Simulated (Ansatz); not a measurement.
**BaTe: moving Te off its site**

BaTe, Fm-3m, a = 6.820 Å (as given, not relaxed at this level: 4.0 GPa). Ansatz: r2SCAN, PAW, 500 eV, Γ-centred 8×8×8 mesh on 2 atoms, Gaussian smearing 0.05 eV; no spin polarisation.

```xyz
2
Lattice="0.0000 3.4100 3.4100 3.4100 0.0000 3.4100 3.4100 3.4100 0.0000" Properties=species:S:1:pos:R:3 pbc="T T T"
Ba    0.0000    0.0000    0.0000
Te    3.4100    3.4100    3.4100
```

Atom 2 (Te) moves by x along the unit vector (0.000, 1.000, 0.000), with its periodic images; all else is held. y is the free energy of the cell over the start, F the force along the path summed over the moved atoms. Symmetry makes y even in x.

```
 x (Å) y (meV) F (eV/Å)
-0.200     67.5      0.71
-0.100     16.3      0.33
 0.000      0.0      0.00
 0.025      1.0     -0.08
 0.050        ?         ?
 0.075      9.1     -0.24
 0.125     25.6     -0.42
 0.150     37.2     -0.51
 0.175     51.1     -0.61
```

Question: Fit y = c2 x² + c4 x⁴ to the energies of the other rows, give the force constant, and predict energy and force of the missing row.

Answer: Least squares on the rows shown. y = 1608 x² + 1976 x⁴. The force constant is 2 c2 = 3.22 eV/Å², for the cell as given, at 4.0 GPa (for all images moving together, not for a lone atom). With two atoms in a cubic cell this is the optical mode at Γ without the LO field: ω = 521.5 √(2 c2/μ) = 115 cm⁻¹ for μ = 66.14 u. The force −dy/dx at the missing row is -0.16 eV/Å (computed -0.16). At x = 0.050 the fit asked for gives 4.0 meV. The run gave 4.0 meV, the same to the digits shown.